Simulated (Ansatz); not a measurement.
# Pb: the cost of one run

Program: Ansatz 0.2.0. Level of theory: DFT PBE, scalar-relativistic, plane waves, PAW. These are calculated values, not measurements.

## Step 1: Starting point

The structure is orthorhombic, space group Cmce (No. 64). Conventional cell: a = 5.363 Å, b = 9.089 Å, c = 5.370 Å, α = 90.00°, β = 90.00°, γ = 90.00°. Pb (site symmetry m) is surrounded by 7 Pb at 2.90 to 3.32 Å.

Coordinates:

```xyz
4
Lattice="2.6814 -4.5445 0.0000 2.6814 4.5445 0.0000 0.0000 0.0000 5.3699" Properties=species:S:1:pos:R:3 pbc="T T T"
Pb    2.6814    3.1584    0.4215
Pb    2.6814   -1.3861    2.2634
Pb    2.6814   -3.1584    4.9484
Pb    2.6814    1.3861    3.1065
```

This is candidate A: alpha-gallium type (Cmce, No. 64).

(A quick probe on a coarse mesh, which set the mesh and smearing, is not shown.)

## Step 3: A loose first relaxation (candidate A)

input.yaml

```yaml
crystal:
  lattice:
    - [2.6813915012, -4.5444613361, 0.0]
    - [2.6813915012, 4.5444613361, 0.0]
    - [0.0, 0.0, 5.3699164181]
  atoms:
    - { symbol: Pb, position: [0.1525, 0.8475, 0.0785] }
    - { symbol: Pb, position: [0.6525, 0.3475, 0.4215] }
    - { symbol: Pb, position: [0.8475, 0.1525, 0.9215] }
    - { symbol: Pb, position: [0.3475, 0.6525, 0.5785] }
basis:
  ecutwfc: 420
kpoints:
  mp_grid: { grid: [4, 4, 4] }
hamiltonian:
  xc: pbe
scf:
  occupations: { method: gaussian, width: 0.1 }
  lower_state_search: "off"
output:
  forces: true
  stress: true
  eigenvalues: true
relax:
  adjacent_minimum: "off"
  f_tol: 0.04
  max_steps: 70
  cell: { stress_tol: 0.4 }
```

**Question.** How long does this run take on 1 thread of an Arm CPU, shared host, and how much memory does it need?

About 24 s, with a peak of 0.41 GiB.
